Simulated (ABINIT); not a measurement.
Wanted: the native input for an ABINIT 10.8.3 (patched build) run.

* Task: single point
* Functional: PBE
* Potentials or basis: JTH PAW PBE v2.0
* Cutoff: 544 eV
* k mesh: 17 × 17 × 17
* Occupations: fermi-dirac, width 0.05 eV
* Spin: no spin polarisation
* Fine-grid cutoff: 1088.46 eV
* Exchange and correlation inside the PAW spheres: full angular mesh (pawxcdev 0, this build's default; the released program takes 1)

Cu:

```xyz
1
Lattice="0.0000 1.8075 1.8075 1.8075 0.0000 1.8075 1.8075 1.8075 0.0000" Properties=species:S:1:pos:R:3 pbc="T T T"
Cu    0.0000    0.0000    0.0000
```

The input as run:

run.abi

```
# Pseudopotentials
pp_dirpath "./"
pseudos "Cu.GGA_PBE-JTH.xml"

# Structure
acell 3*1.0 Angstrom
rprim
     0.0000000000     1.8075000000     1.8075000000
     1.8075000000     0.0000000000     1.8075000000
     1.8075000000     1.8075000000     0.0000000000
ntypat 1
znucl 29
natom 1
typat 1
xred
     0.0000000000     0.0000000000     0.0000000000

# Plane-wave basis
ecut 20.0
pawecutdg 40.0

# k points
kptopt 1
ngkpt 17 17 17
nshiftk 1
shiftk 0.0 0.0 0.0

# Exchange and correlation
ixc 11

# Bands and occupations
nband 14
occopt 3
tsmear 0.05 eV

# SCF cycle
nstep 100
tolvrs 1.0e-9

# Output
iomode 3
prtwf 0
prtden 0
prteig 0
prtebands 0
enunit 1
```

Potentials or basis: JTH PAW PBE v2.0.

The run is started by

```bash
$ abinit run.abi > log 2>&1
```

It gave:

```
Band gap on the k mesh                                : none (metal or under the smearing width)
Valence electrons inside the program's atomic spheres : Cu 17.37 (radii [1.0588] Å)
```

Wall time 30 s on 1 thread of Arm Neoverse V1 (shared host), peak memory 0.11 GiB.
